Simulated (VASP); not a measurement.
Write the native input for VASP 6.6.1 that does the following.

| Quantity | Value |
| --- | --- |
| Task | relaxation of cell and atoms |
| Functional | PBEsol |
| Potentials or basis | VASP PAW PBE potentials, release 64 (Cu) |
| Cutoff | 600 eV |
| k mesh | 18 × 18 × 18 |
| Occupations | methfessel-paxton, width 0.1 eV |
| Spin | no spin polarisation |
| Further INCAR settings | ALGO = Normal; EDIFF = 1e-06; IBRION = 2; EDIFFG = -0.01; NSW = 90; ISIF = 3 |

The structure of Cu lies in POSCAR:

```
Cu
1.0
    0.0000000000      1.8075000000      1.8075000000
    1.8075000000      0.0000000000      1.8075000000
    1.8075000000      1.8075000000      0.0000000000
Cu
1
Direct
    0.0000000000      0.0000000000      0.0000000000
```

One way to write it, as run:

INCAR

```
SYSTEM = Cu
PREC     = Accurate       ! precision mode
ENCUT    = 600            ! plane-wave cutoff, eV
EDIFF    = 1E-6           ! SCF threshold, eV
ISMEAR   = 1              ! smearing method
SIGMA    = 0.1            ! smearing width, eV
LREAL    = .False.        ! projectors in reciprocal space
LASPH    = .True.         ! aspherical terms in the spheres
NELM     = 80             ! most SCF steps
ALGO     = Normal         ! electronic algorithm
ISIF     = 3              ! what is computed and relaxed
LWAVE    = .False.        ! write WAVECAR
LCHARG   = .False.        ! write CHGCAR
GGA      = PS             ! functional
IBRION   = 2              ! ionic algorithm
NSW      = 90             ! ionic steps
EDIFFG   = -0.01          ! ionic threshold
KPAR     = 4
```

KPOINTS

```
regular mesh
0
Gamma
  18 18 18
  0 0 0
```

Potentials or basis: VASP PAW PBE potentials, release 64 (Cu).

Launch:

```console
$ cat potpaw_PBE.64/Cu/POTCAR > POTCAR
$ mpirun -np 4 vasp_std > vasp.out
```

Results of the run:

```
Relaxed volume                         : 11.37 Å³/atom
Relaxed cell                           : a = 2.524 Å, b = 2.524 Å, c = 2.524 Å, α = 60.00°, β = 60.00°, γ = 60.00°
Space group after relaxing (to 0.05 Å) : Fm-3m (No. 225)
Energy gained by relaxing              : 8.0 meV/atom
Ionic steps                            : 3
Pressure after relaxing                : 0.0 GPa
Band gap on the k mesh                 : none (metal or under the smearing width)
```

Caveat: the PAW data sets were made with another functional, which shifts forces and pressure a little.

Run time: 15 s on 4 MPI ranks on Intel(R) Xeon(R) Platinum 8259CL CPU @ 2.50GHz (Skylake/Cascade Lake), with other jobs on the host, peak memory 0.15 GiB a rank.
